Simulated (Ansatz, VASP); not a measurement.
## S in VASP and in Ansatz

INCAR

```
PREC = Accurate
ENCUT = 520
EDIFF = 1E-7
ISMEAR = -1
SIGMA = 0.05
LREAL = F
LASPH = T
NELM = 100
ALGO = Normal
ISIF = 2
LWAVE = F
LCHARG = F
GGA = PE
NBANDS = 20
```

KPOINTS

```
Automatic mesh
0
Gamma
  5 5 9
```

The input POSCAR:

```
S
1.0
    5.7894164507      0.0000000000      0.0000000000
    0.0000000000      5.7894164507      0.0000000000
    0.0000000000      0.0000000000      3.0074658666
S
4
Direct
    0.6166086200      0.3833913800      0.0000000000
    0.3833913800      0.6166086200      0.0000000000
    0.1166086200      0.1166086200      0.5000000000
    0.8833913800      0.8833913800      0.5000000000
```

Contents of input.yaml:

```yaml
crystal:
  lattice:
    - [5.7894164507, 0.0, 0.0]
    - [0.0, 5.7894164507, 0.0]
    - [0.0, 0.0, 3.0074658666]
  atoms:
    - { symbol: S, position: [0.61660862, 0.38339138, 0.0] }
    - { symbol: S, position: [0.38339138, 0.61660862, 0.0] }
    - { symbol: S, position: [0.11660862, 0.11660862, 0.5] }
    - { symbol: S, position: [0.88339138, 0.88339138, 0.5] }
hamiltonian:
  xc: pbe
  pseudopotentials: { kind: paw }
kpoints:
  mp_grid: { grid: [5, 5, 9] }
scf:
  occupations: { method: fermi_dirac, width: 0.05 }
output:
  forces: true
  stress: true
  eigenvalues: true
```

Change from the starting cell: volume scaled by 1.06.

Alike in both runs: task single point; functional PBE; k mesh 5 × 5 × 9; occupations fermi-dirac, width 0.05 eV; no spin polarisation.

|  | VASP | Ansatz |
| --- | --- | --- |
| version | VASP 6.6.1 | Ansatz 0.2.0 |
| potentials or method | VASP PAW PBE potentials, release 64 (S) | Ansatz PAW |
| plane-wave cutoff (eV) | 520 | 420 |
| valence electrons in the cell | 24 | 24 |

```csv
,VASP,Ansatz,Ansatz less VASP
gap on the k mesh at the Fermi level (eV),none,none,-
pressure (GPa),-1.0,-0.5,+0.52
largest component of the traceless stress (GPa),0.10,0.35,+0.248
rms of the force components (eV/Å),0.254,0.120,-0.1338
```

Atom by atom the forces differ by 0.134 eV/Å (rms over components). A gap of «none» marks a metal or a gap that the smearing closes. With one functional, cell and mesh, what is left measures potentials, basis and numerics.
